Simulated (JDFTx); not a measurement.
Crystal: CaF2 (Fluorite).

```xyz
3
Lattice="0.0000 2.7310 2.7310 2.7310 0.0000 2.7310 2.7310 2.7310 0.0000" Properties=species:S:1:pos:R:3 pbc="T T T"
Ca    0.0000    0.0000    0.0000
F     4.0965    4.0965    4.0965
F     1.3655    1.3655    1.3655
```

Base run:

```yaml
Program: JDFTx 1.7.0 (patched build)
Functional: HLE16
Potentials_or_basis: PseudoDojo-SR-PBE-0.5-standard
Cutoff: 1143 eV
Density_cutoff: 9143 eV
k_mesh: 8 × 8 × 8
Occupations: fermi-dirac, width 0.05 eV
Spin: no spin polarisation
```

Its results: band gap on the k mesh 9.11 eV, direct; pressure -3.3 GPa.

Question: The run is repeated on the same cell with these changes: functional from HLE16 to LDA; potentials or basis from PseudoDojo-SR-PBE-0.5-standard to PseudoDojo-SR-LDA-0.4.1-standard with smoothed tails. What comes out?

Answer: Band gap on the k mesh 6.95 eV, indirect (least direct gap 7.21 eV); pressure -6.7 GPa.

Caveats: the potentials were made for a functional far from this one (some runs); the potentials were made for another functional, which shifts forces and pressure (some runs).

A k mesh can miss the band edges.
